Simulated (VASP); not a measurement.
LiF (Griceite):

```
F Li
1.0
     0.00000    2.01400    2.01400
     2.01400    0.00000    2.01400
     2.01400    2.01400    0.00000
F Li
1 1
Cartesian
  2.0140 2.0140 2.0140
  0.0000 0.0000 0.0000
```

Base run:

| Quantity | Value |
| --- | --- |
| Program | VASP 6.6.1 |
| Functional | HSE03 |
| Potentials or basis | VASP PAW PBE potentials, release 64 (F, Li_sv) |
| Cutoff | 520 eV |
| k mesh | 8 × 8 × 8 |
| Occupations | gaussian, width 0.02 eV |
| Spin | no spin polarisation |

Its results: band gap on the k mesh 11.10 eV, direct.

The run is repeated on the same cell with these changes: functional from HSE03 to PBE0. What comes out?

Band gap on the k mesh 12.14 eV, direct.

Not every run made on this cell is shown here.
